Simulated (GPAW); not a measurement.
## BeS (F-43m): refractive index against wavelength

The refractive index of BeS (F-43m) below the direct gap (5.49 eV on the mesh) is read from one computed spectrum, n = √(Re ε).

Cell: a, b, c = 3.429, 3.429, 3.429 Å (primitive vectors), 2 atoms.

Method: GPAW 26.7.0, LDA, RPA, k-mesh 14×14×14, local fields up to 50 eV, Lorentzian half width 0.1 eV.

Launch of the response step: `OMP_NUM_THREADS=1 python df.py`. The run took 23 s, its band step included, on 1 thread of Arm Neoverse V1, on a shared host.

```tsv
wavelength (nm)	photon energy E (eV)	n
850	1.459	2.2981
700	1.771	2.3160
633	1.959	2.3289
532	2.331	2.3595
450	2.755	2.4043
405	3.061	2.4445
365	3.397	?
```

In the single-oscillator model n² − 1 = E₀E_d/(E₀² − E²), so 1/(n² − 1) = E₀/E_d − E²/(E₀E_d) is linear in E².

Working, on the rows shown:

| x = E² (eV²) | y = 1/(n² − 1) |
| --- | --- |
| 2.12762 | 0.233576 |
| 3.13716 | 0.229155 |
| 3.83641 | 0.226051 |
| 5.43137 | 0.218951 |
| 7.59115 | 0.209176 |
| 9.37179 | 0.200982 |

Means: x̄ = 5.2493, ȳ = 0.21965. Σ(x − x̄)(y − ȳ) = -0.1742, Σ(x − x̄)² = 38.71. Slope = -0.1742 / 38.71 = -0.0045; intercept = ȳ − slope · x̄ = 0.24327. Turned back into n, the line misses the rows shown by at most 0.00059.

Question: What does the fit predict for the withheld row, and how well does it do?

Answer: At x = 11.538 the line gives y = 0.19135, that is 2.4952. The run gave 2.4980, so the extrapolation is off by 0.0028, 1.4 % of the range in the table.

Refitted with all rows, the slope is -0.004538 and the intercept 0.24343. These give E₀ = √(intercept/−slope) = 7.32 eV and E_d = E₀/intercept = 30.1 eV; E₀ is 1.3 times the direct gap. The electronic limit at long wavelengths, without lattice vibrations, is n = √(1 + 1/intercept) = 2.260. The cell comes from an older database entry, whose edges can be off by a per cent or so. Excitons are left out; LDA gaps are as a rule too small. The values come from a sum over the points of one k-mesh and carry its error, which grows as the direct gap shrinks. The local-field cutoff holds few shells of reciprocal vectors for this small cell, so ε∞ can read a few per cent high.

[Logs are printed without paths, hosts, clocks, repeated set-up lines and the standing remarks that a program may print on its own settings, such as how far it seeks lower states.]
